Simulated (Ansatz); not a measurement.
# A vibration from a frozen displacement in HgTe

Theory: DFT PBE, scalar-relativistic, plane waves, PAW in Ansatz. Settings: plane waves to 420 eV, k-mesh 14×14×14 (Γ-centred), Gaussian smearing 0.15 eV. Spin–orbit coupling is left out, which matters for the heavy elements here. No spin polarisation. Energies are free energies at this smearing, counted from the undisturbed cell; pressure is positive in compression.

The undisturbed cell (as given, not relaxed at this level; it stands at -0.3 GPa; this rock-salt form isn't the usual structure):

```
CELL_PARAMETERS angstrom
0.00000 3.07712 3.07712
3.07712 0.00000 3.07712
3.07712 3.07712 0.00000
ATOMIC_POSITIONS crystal
Hg 0.00000 0.00000 0.00000
Te 0.50000 0.50000 0.50000
```

Every Te atom is moved by x along the Cartesian unit vector (1.000, 0.000, 0.000); the cell and all other atoms stay fixed. The cell's volume is 58.27 Å³; the moved atoms weigh 127.600 u together and the others 200.592 u.

```csv
x (Å),ΔE (meV/cell),total force on the moved atoms along the move (eV/Å),pressure (GPa)
-0.1000,8.08,0.1653,-0.0995
-0.0500,1.98,0.0798,-0.2160
0.0000,0.00,0.0000,-0.2545
0.0750,4.50,-0.1215,-0.1677
```

Q: What frequency belongs to this motion?

A: The force constant is k = −dF/dx = 1.606 eV/Å², from the parabola through x = -0.0500, 0 and 0.0750. In every cell the moved atoms swing against the rest, so the mass is μ = m₁m₂/(m₁ + m₂) = 77.990 u, and ν̃ = 521.5 cm⁻¹ × √(|k|/μ) = 75 cm⁻¹. To first order in x, and within 1 %, the force on every atom lies along the move and, within each of the two groups, in proportion to the atom's mass, so this is itself a mode at the zone centre of this cell.

Q: How far does the harmonic law reach?

A: At x = -0.100 Å, kx²/2 = 8.03 meV against the computed 8.08 meV (+0.6 %): the well is still close to harmonic there.

In a metal these slopes depend on the k mesh and the smearing.